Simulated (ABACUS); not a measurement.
# Ca (I4/mmm) in ABACUS: reference runs

Aim: a first look at Ca with PBE, on the cell as given and on a disturbed one.

All numbers are computed with ABACUS 3.10.1; they aren't measurements. Logs are shortened: lines on timing, memory, paths and dates and some standing lists are left out, and cuts for length are marked.

### Step 1. The structure

It takes space group I4/mmm (No. 139, tetragonal). The conventional cell has a = 4.410 Å, b = 4.410 Å, c = 4.392 Å, α = 90.00°, β = 90.00°, γ = 90.00°. Around Ca (site symmetry 4/mmm) lie 8 Ca at 3.81 Å.

This isn't the form of Ca at room conditions, which is fcc.

### Step 2. Single point, PBE

The input, INPUT:

```
INPUT_PARAMETERS
suffix              Ca
calculation         scf
basis_type          pw
pseudo_dir          ./
symmetry            1
dft_functional      pbe
ecutwfc             68
pseudo_rcut         10
nspin               1
nbands              9
ks_solver           dav
smearing_method     fd
smearing_sigma      0.00367493
scf_thr             1e-08
scf_nmax            100
mixing_type         broyden
mixing_beta         0.7
cal_force           1
cal_stress          1
kpar                4
```

The input, STRU:

```
ATOMIC_SPECIES
Ca 40.0780 Ca.upf

LATTICE_CONSTANT
1.8897261246

LATTICE_VECTORS
-2.2052049036 2.2052049036 2.1961148100
2.2052049036 -2.2052049036 2.1961148100
2.2052049036 2.2052049036 -2.1961148100

ATOMIC_POSITIONS
Direct

Ca
0.0
1
0.5000000000 0.5000000000 0.0000000000 1 1 1
```

The input, KPT:

```
K_POINTS
0
Gamma
9 9 9 0 0 0
```

Potentials or basis: PseudoDojo NC SR 0.4.1 PBE standard, plane waves.

On the command line:

```sh
OMP_NUM_THREADS=1 mpirun -np 4 abacus > log
```

running log:

```text
ABACUS v3.10.1

               Atomic-orbital Based Ab-initio Computation at UStc

 ------------------------------------------------------------------------------------

 READING GENERAL INFORMATION
                           global_out_dir = OUT.Ca/
                           global_in_card = INPUT
                               pseudo_dir = ./
                              orbital_dir =
                                    DSIZE = 4
                                    GSIZE = 1

 READING UNITCELL INFORMATION
                                    ntype = 1
                  lattice constant (Bohr) = 1.88973
              lattice constant (Angstrom) = 1

 READING ATOM TYPE 1
                               atom label = Ca
                      L=0, number of zeta = 1
                      L=1, number of zeta = 1
                      L=2, number of zeta = 1
             number of atom for this type = 1

                        TOTAL ATOM NUMBER = 1
DIRECT COORDINATES
    atom                   x                   y                   z     mag                  vx                  vy                  vz
taud_Ca1            0.5000000000        0.5000000000        0.0000000000  0.0000        0.0000000000        0.0000000000        0.0000000000

                          Volume (Bohr^3) = 288.277
                             Volume (A^3) = 42.7181

 Lattice vectors: (Cartesian coordinate: in unit of a_0)
              -2.2052             +2.2052            +2.19611
              +2.2052             -2.2052            +2.19611
              +2.2052             +2.2052            -2.19611
 Reciprocal vectors: (Cartesian coordinate: in unit of 2 pi/a_0)
                   +0           +0.226736           +0.227675
            +0.226736                  +0           +0.227675
            +0.226736           +0.226736                  +0
 The esolver type has been set to : ksdft_pw

                PAO radial cut off (Bohr) = 10

 Read in pseudopotential file is Ca.upf
                     pseudopotential type = NC
          exchange-correlation functional = PBE
                 nonlocal core correction = 1
                        valence electrons = 10
                                     lmax = 2
                           number of zeta = 3
                     number of projectors = 6
                           L of projector = 0
                           L of projector = 0
                           L of projector = 1
                           L of projector = 1
                           L of projector = 2
                           L of projector = 2
     initial pseudo atomic orbital number = 5

 SETUP THE ELECTRONS NUMBER
            electron number of element Ca = 10
      total electron number of element Ca = 10
            AUTOSET number of electrons:  = 10
                           occupied bands = 5
                                   NBANDS = 9
                                   NLOCAL = 9

%%%%%%%%%%%%%%%%%%%%%%%%%%%%%%%%%%%%%%%%%%%%%%%%%%%%%%%%%%%%%%%%%%%%%%%%%%%%%%%%%%%%%%%%%%%%%%%%%%%%%%%%%%
 Warning: the number of valence electrons in pseudopotential > 2 for Ca: [Ar] 4s2
 Pseudopotentials with additional electrons can yield (more) accurate outcomes, but may be less efficient.
 If you're confident that your chosen pseudopotential is appropriate, you can safely ignore this warning.
%%%%%%%%%%%%%%%%%%%%%%%%%%%%%%%%%%%%%%%%%%%%%%%%%%%%%%%%%%%%%%%%%%%%%%%%%%%%%%%%%%%%%%%%%%%%%%%%%%%%%%%%%%

 SETUP THE PLANE WAVE BASIS
 energy cutoff for charge/potential (unit:Ry) = 272
            fft grid for charge/potential = [ 40, 40, 40 ]
                        fft grid division = [ 1, 1, 1 ]
        big fft grid for charge/potential = [ 40, 40, 40 ]
                                     nbxx = 64000
                                     nrxx = 64000

 SETUP PLANE WAVES FOR CHARGE/POTENTIAL
                    number of plane waves = 21817
                         number of sticks = 1051

 PARALLEL PW FOR CHARGE/POTENTIAL
     PROC   COLUMNS(POT)             PW
        1           1051          21817
 --------------- sum -------------------
        1           1051          21817
                            number of |g| = 1328
                                  max |g| = 24.589
                                  min |g| = 0

----------- Double Check Mixing Parameters Begin ------------
mixing_type: broyden
mixing_beta: 0.7
mixing_gg0: 1
mixing_gg0_min: 0.1
mixing_ndim: 8
----------- Double Check Mixing Parameters End ------------

 LATTICE VECTORS: (CARTESIAN COORDINATE: IN UNIT OF A0)
              -2.2052             +2.2052            +2.19611
[... 20 lines left out ...]
Original cell was already a primitive cell.
                        ROTATION MATRICES = 16
              PURE POINT GROUP OPERATIONS = 16
                   SPACE GROUP OPERATIONS = 16
                              POINT GROUP = D_4h
               POINT GROUP IN SPACE GROUP = D_4h

 SETUP K-POINTS
                                    nspin = 1
                   Input type of k points = Monkhorst-Pack(Gamma)
                                   nkstot = 729
                       right hand lattice = 1
(for reciprocal lattice: )
                             BRAVAIS TYPE = 6
                     BRAVAIS LATTICE NAME = 06. Tetrogonal I (body-centered)
                                    ibrav = 6
                       right hand lattice = 1
(for k-lattice: )
                             BRAVAIS TYPE = 6
                     BRAVAIS LATTICE NAME = 06. Tetrogonal I (body-centered)
                                    ibrav = 6
                       right hand lattice = 1
                        ROTATION MATRICES = 16
                               nkstot_ibz = 75
K-POINTS REDUCTION ACCORDING TO SYMMETRY
     IBZ    DIRECT_X    DIRECT_Y    DIRECT_Z  WEIGHT  ibz2bz
       1  0.00000000  0.00000000  0.00000000  0.0014       0
       2 -0.11111111  0.00000000  0.11111111  0.0110       1
       3 -0.22222222  0.00000000  0.22222222  0.0110       2
       4 -0.33333333  0.00000000  0.33333333  0.0110       3
       5 -0.44444444  0.00000000  0.44444444  0.0110       4
       6  0.11111111  0.11111111 -0.22222222  0.0110      10
[... 22 lines left out ...]
      29 -0.11111111  0.11111111  0.11111111  0.0055      98
      30  0.22222222  0.22222222  0.44444444  0.0110     101
[... 45 further k points ...]

                               nkstot now = 75
[... K-POINTS DIRECT COORDINATES: 75 rows ...]

           k-point number in this process = 19
       minimum distributed K point number = 18
[... stars of the k points ...]

[... K-POINTS CARTESIAN COORDINATES: 19 rows ...]

[... K-POINTS DIRECT COORDINATES: 19 rows ...]

 SETUP PLANE WAVES FOR WAVE FUNCTIONS
     energy cutoff for wavefunc (unit:Ry) = 68
              fft grid for wave functions = [ 40, 40, 40 ]
                    number of plane waves = 3773
                         number of sticks = 329

 PARALLEL PW FOR WAVE FUNCTIONS
     PROC   COLUMNS(POT)             PW
        1            329           3773
 --------------- sum -------------------
        1            329           3773

 SETUP NONLOCAL PSEUDOPOTENTIALS IN PLANE WAVE BASIS
 Ca non-local projectors:
 projector 1 L=0
 projector 2 L=0
 projector 3 L=1
 projector 4 L=1
 projector 5 L=2
 projector 6 L=2
      TOTAL NUMBER OF NONLOCAL PROJECTORS = 18

 Init Non-Local PseudoPotential table :
 Init Non-Local-Pseudopotential done.

                                     npwx = 2741

 Make real space PAO into reciprocal space.
       max mesh points in Pseudopotential = 1001
     dq(describe PAO in reciprocal space) = 0.01
                                    max q = 994

 number of pseudo atomic orbitals for Ca is 3
WARNING: norm of atomic wavefunction # 3 of atomic type Ca is 0.998766, renormalized

 -------------------------------------------
 SELF-CONSISTENT
 -------------------------------------------
                                 init_chg = atomic

 PW ALGORITHM --------------- ION=   1  ELEC=   1--------------------------------
 Notice: Threshold on eigenvalues was too large.
 hsover_error=0.1 > DRHO=0.00107835
 Origin diag ethr = 0.01
 New diag ethr = 1.07835e-05

 Density error is 0.0011330572323
                          Error Threshold = 1.07835072045e-05
----------------------------------------------------------
     Energy           Rydberg                 eV
----------------------------------------------------------
 E_KohnSham     -77.4234562546       -1053.4001639167
 E_Harris       -77.3099048060       -1051.8552171995
 E_Fermi        0.3652844073         4.9699493303
----------------------------------------------------------
[... 39 lines left out ...]
 Density error is 7.3593257562e-09
                          Error Threshold = 1.4668103892e-09
----------------------------------------------------------
     Energy           Rydberg                 eV
----------------------------------------------------------
 E_KohnSham     -77.4236869255       -1053.4033023551
 E_KS(sigma->0) -77.4231351501       -1053.3957950651
 E_Harris       -77.4230999862       -1053.3953166355
 E_band         -12.9163674713       -175.7361950709
 E_one_elec     -39.0791112997       -531.6985864520
 E_Hartree      19.9582726912        271.5462308377
 E_xc           -14.5767330021       -198.3266270529
 E_Ewald        -43.7250117640       -594.9093051079
 E_entropy(-TS) -0.0011035509        -0.0150145800
 E_descf        0.0000000000         0.0000000000
 E_exx          0.0000000000         0.0000000000
 E_Fermi        0.3664483689         4.9857858404
----------------------------------------------------------

 charge density convergence is achieved
 final etot is -1053.4033024 eV
 EFERMI = 4.9857858404 eV

 STATE ENERGY(eV) AND OCCUPATIONS    NSPIN == 1
 1/19 kpoint (Cartesian) = 0.0000 0.0000 0.0000 (2731 pws)
       1       -37.1490     0.00274348
       2       -18.0591     0.00274348
       3       -18.0584     0.00274348
       4       -18.0584     0.00274348
       5       0.931301     0.00274348
       6        7.23057    8.71727e-23
       7        7.24877    6.05681e-23
       8        7.24877    6.05681e-23
       9        8.26876    8.37051e-32
[... 45 lines left out ...]
 6/19 kpoint (Cartesian) = -0.025193 -0.025193 0.050594 (2734 pws)
       1       -37.1445      0.0219479
       2       -18.1021      0.0219479
       3       -18.0695      0.0219479
       4       -18.0626      0.0219479
       5        1.57929      0.0219479
       6        6.86398    1.06566e-18
       7        6.88985    6.35135e-19
       8        7.72758    3.36110e-26
       9        8.00290    1.36482e-28

[... levels at 13 further k points ...]

------------------------------------------------------------------------------------------
 TOTAL-FORCE (eV/Angstrom)
------------------------------------------------------------------------------------------
                       Ca1         0.0000000000         0.0000000000         0.0000000000
------------------------------------------------------------------------------------------

----------------------------------------------------------------
 TOTAL-STRESS (KBAR)
----------------------------------------------------------------
        -2.0584520150         0.0000000000        -0.0000000000
         0.0000000000        -2.0584520150         0.0000000000
         0.0000000000         0.0000000000        -2.0989793624
----------------------------------------------------------------
 TOTAL-PRESSURE: -2.071961 KBAR

 --------------------------------------------
 !FINAL_ETOT_IS -1053.4033023551182850 eV
 --------------------------------------------
```

Wall time 13 s (4 MPI ranks of Intel Xeon Platinum 8259CL at 2.50GHz (Skylake/Cascade Lake), shared host); peak memory 0.32 GiB.

Results:

* Free energy: -1053.4033 eV
* Pressure: -0.2 GPa
* Band gap on the k mesh: none (metal or under the smearing width)

### Step 3. Single point, PBE (cell strained at random at fixed volume)

INPUT is that of step 2.

The input, STRU:

```
ATOMIC_SPECIES
Ca 40.0780 Ca.upf

LATTICE_CONSTANT
1.8897261246

LATTICE_VECTORS
-2.2038050000 2.1629010000 2.1603480000
2.2123740000 -2.2110480000 2.2172980000
2.2268780000 2.2341210000 -2.2086940000

ATOMIC_POSITIONS
Direct

Ca
0.0
1
0.5065310000 0.4948170000 -0.0060770000 1 1 1
```

KPT is that of step 2.

Potentials or basis: PseudoDojo NC SR 0.4.1 PBE standard, plane waves.

On the command line:

```sh
OMP_NUM_THREADS=1 mpirun -np 4 abacus > log
```

running log:

```text
ABACUS v3.10.1

               Atomic-orbital Based Ab-initio Computation at UStc

 ------------------------------------------------------------------------------------

 READING GENERAL INFORMATION
                           global_out_dir = OUT.Ca/
                           global_in_card = INPUT
                               pseudo_dir = ./
                              orbital_dir =
                                    DSIZE = 4
                                    GSIZE = 1

 READING UNITCELL INFORMATION
                                    ntype = 1
                  lattice constant (Bohr) = 1.88973
              lattice constant (Angstrom) = 1

 READING ATOM TYPE 1
                               atom label = Ca
                      L=0, number of zeta = 1
                      L=1, number of zeta = 1
                      L=2, number of zeta = 1
             number of atom for this type = 1

                        TOTAL ATOM NUMBER = 1
DIRECT COORDINATES
    atom                   x                   y                   z     mag                  vx                  vy                  vz
taud_Ca1            0.5065310000        0.4948170000        0.9939230000  0.0000        0.0000000000        0.0000000000        0.0000000000

                          Volume (Bohr^3) = 288.277
                             Volume (A^3) = 42.7182

 Lattice vectors: (Cartesian coordinate: in unit of a_0)
             -2.20381             +2.1629            +2.16035
             +2.21237            -2.21105             +2.2173
             +2.22688            +2.23412            -2.20869
 Reciprocal vectors: (Cartesian coordinate: in unit of 2 pi/a_0)
          -0.00164294           +0.229975           +0.230966
            +0.224814         +0.00132729           +0.228008
            +0.224083           +0.226273         +0.00205001
 The esolver type has been set to : ksdft_pw

                PAO radial cut off (Bohr) = 10

 Read in pseudopotential file is Ca.upf
                     pseudopotential type = NC
          exchange-correlation functional = PBE
                 nonlocal core correction = 1
                        valence electrons = 10
                                     lmax = 2
[... 198 lines left out ...]
 hsover_error=0.1 > DRHO=0.0011174
 Origin diag ethr = 0.01
 New diag ethr = 1.1174e-05

 Density error is 0.00114353214459
                          Error Threshold = 1.11739640383e-05
----------------------------------------------------------
     Energy           Rydberg                 eV
----------------------------------------------------------
 E_KohnSham     -77.4234005985       -1053.3994066766
 E_Harris       -77.3099881893       -1051.8563516875
 E_Fermi        0.3652214757         4.9690931015
----------------------------------------------------------
[... 39 lines left out ...]
 Density error is 6.13599590989e-09
                          Error Threshold = 1.42705794236e-09
----------------------------------------------------------
     Energy           Rydberg                 eV
----------------------------------------------------------
 E_KohnSham     -77.4236307744       -1053.4025383806
 E_KS(sigma->0) -77.4231012434       -1053.3953337406
 E_Harris       -77.4230978362       -1053.3952873841
 E_band         -12.9166066831       -175.7394497150
 E_one_elec     -39.0843020630       -531.7692104103
 E_Hartree      19.9607839329        271.5803980350
 E_xc           -14.5768276605       -198.3279149473
 E_Ewald        -43.7222259217       -594.8714017781
 E_entropy(-TS) -0.0010590622        -0.0144092799
 E_descf        0.0000000000         0.0000000000
 E_exx          0.0000000000         0.0000000000
 E_Fermi        0.3664213602         4.9854183677
----------------------------------------------------------

 charge density convergence is achieved
 final etot is -1053.4025384 eV
 EFERMI = 4.9854183677 eV

 STATE ENERGY(eV) AND OCCUPATIONS    NSPIN == 1
 1/92 kpoint (Cartesian) = 0.0000 0.0000 0.0000 (2727 pws)
       1       -37.1493     0.00274348
       2       -18.0609     0.00274348
       3       -18.0584     0.00274348
       4       -18.0571     0.00274348
       5       0.931539     0.00274348
       6        7.15183    4.17949e-22
       7        7.26709    4.16828e-23
       8        7.30208    2.07027e-23
       9        8.24734    1.27525e-31
[... 45 lines left out ...]
 6/92 kpoint (Cartesian) = 0.024979 0.00014748 0.025334 (2745 pws)
       1       -37.1477     0.00548697
       2       -18.0744     0.00548697
       3       -18.0646     0.00548697
       4       -18.0584     0.00548697
       5        1.14993     0.00548697
       6        7.05837    5.41838e-21
       7        7.17247    5.53173e-22
       8        7.41962    3.94539e-24
       9        8.13973    2.19465e-30

[... levels at 86 further k points ...]

------------------------------------------------------------------------------------------
 TOTAL-FORCE (eV/Angstrom)
------------------------------------------------------------------------------------------
                       Ca1         0.0000000000         0.0000000000         0.0000000000
------------------------------------------------------------------------------------------

----------------------------------------------------------------
 TOTAL-STRESS (KBAR)
----------------------------------------------------------------
        -1.8931255775        -1.2375798933        -0.5484151267
        -1.2375798933        -2.3425414800         2.1250682265
        -0.5484151267         2.1250682265        -2.2390345799
----------------------------------------------------------------
 TOTAL-PRESSURE: -2.158234 KBAR

 --------------------------------------------
 !FINAL_ETOT_IS -1053.4025383806126683 eV
 --------------------------------------------
```

It took 60 s on 4 MPI ranks of Intel Xeon Platinum 8259CL at 2.50GHz (Skylake/Cascade Lake), shared host; peak memory 0.44 GiB.

What came out:

- Free energy: -1053.4025 eV
- Pressure: -0.2 GPa
- Band gap on the k mesh: none (metal or under the smearing width)
